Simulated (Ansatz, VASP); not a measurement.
**One calculation of ZnCu, two programs**

File INCAR:

```
ALGO = Normal
EDIFF = 1E-7
ENCUT = 520
GGA = PE
ISIF = 2
ISMEAR = -1
LASPH = T
LCHARG = F
LREAL = F
LWAVE = F
NBANDS = 18
NELM = 80
PREC = Accurate
SIGMA = 0.08
```

Contents of KPOINTS:

```
k-points
0
Gamma
  14 14 14
```

The input POSCAR:

```
ZnCu
1.0
    2.9450000000      0.0000000000      0.0000000000
    0.0000000000      2.9450000000      0.0000000000
    0.0000000000      0.0000000000      2.9450000000
Zn Cu
1 1
Direct
    0.5288125637      0.5288125637      0.5000000000
    0.0000000000      0.0000000000      0.0000000000
```

Input for Ansatz:

```yaml
crystal:
  lattice:
    - [2.945, 0.0, 0.0]
    - [0.0, 2.945, 0.0]
    - [0.0, 0.0, 2.945]
  atoms:
    - { symbol: Zn, position: [0.5288125637, 0.5288125637, 0.5] }
    - { symbol: Cu, position: [0.0, 0.0, 0.0] }
kpoints:
  mp_grid: { grid: [14, 14, 14] }
scf:
  occupations: { method: fermi_dirac, width: 0.08 }
hamiltonian:
  xc: pbe
  pseudopotentials: { kind: all_electron, lapw: { basis_error: 0.00025 } }
output:
  forces: true
  stress: true
  eigenvalues: true
```

Alike in both runs: task single point; functional PBE; k mesh 14 × 14 × 14; occupations fermi-dirac, width 0.08 eV; no spin polarisation.

```csv
,VASP,Ansatz
version,VASP 6.6.1,Ansatz 0.2.0
potentials or method,"VASP PAW PBE potentials, release 64 (Zn, Cu)","all-electron LAPW, scalar-relativistic"
plane-wave cutoff (eV),520,see its input
```

|  | VASP | Ansatz | Ansatz less VASP |
| --- | --- | --- | --- |
| pressure (GPa) | 3.6 | 3.1 | -0.57 |
| largest component of the traceless stress (GPa) | 0.82 | 0.81 | -0.009 |
| rms of the force components (eV/Å) | 0.349 | 0.344 | -0.0049 |

Atom by atom the forces differ by 0.005 eV/Å (rms over components). Ansatz ran all-electron here, so the differences hold the error of VASP's frozen core and of both bases.
